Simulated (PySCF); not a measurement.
Sb, 1 atom in the cell. Symmetry: Pm-3m, No. 221, cubic system. Conventional cell: a = 3.160 Å, b = 3.160 Å, c = 3.160 Å, α = 90.00°, β = 90.00°, γ = 90.00°. Around Sb (site symmetry m-3m) lie 6 Sb at 3.16 Å. This isn't the form of Sb at room conditions, which is rhombohedral.

| Property | Result |
| --- | --- |
| Program | PySCF 2.14.0 |
| Task | density of states |
| Functional | PBE |
| Potentials or basis | DZVP-MOLOPT-SR/GTH-PBE (potentials made for PBE) |
| k mesh | 8 × 8 × 8 |
| Occupations | fermi-dirac, width 0.05 eV |
| Spin | no spin polarisation |
| Symmetry | yes |
| Density cutoff | 50 Ha |
| Exponents discarded below (exp_to_discard) | 0.02 1/bohr^2 |
| Potentials | Sb GTH-PBE-q5 |
| Gaussian width of the DOS | 0.15 eV |
| conv_tol | 1e-07 Ha |
| max_cycle | 60 |
| Coulomb method | multigrid |

Potentials or basis: DZVP-MOLOPT-SR/GTH-PBE (potentials made for PBE).

Launch:

```console
$ OMP_NUM_THREADS=2 python -u run.py > log
```

Hardware: 2 threads of Intel(R) Xeon(R) Platinum 8488C (Sapphire Rapids) (shared host).

**Question.** How long does it take, and how much memory?

**Answer.** Run time: 8.1 s on 2 threads of Intel(R) Xeon(R) Platinum 8488C (Sapphire Rapids), on a shared host, peak memory 0.63 GiB. Counts: scf iterations 4, basis 13, k points 35.
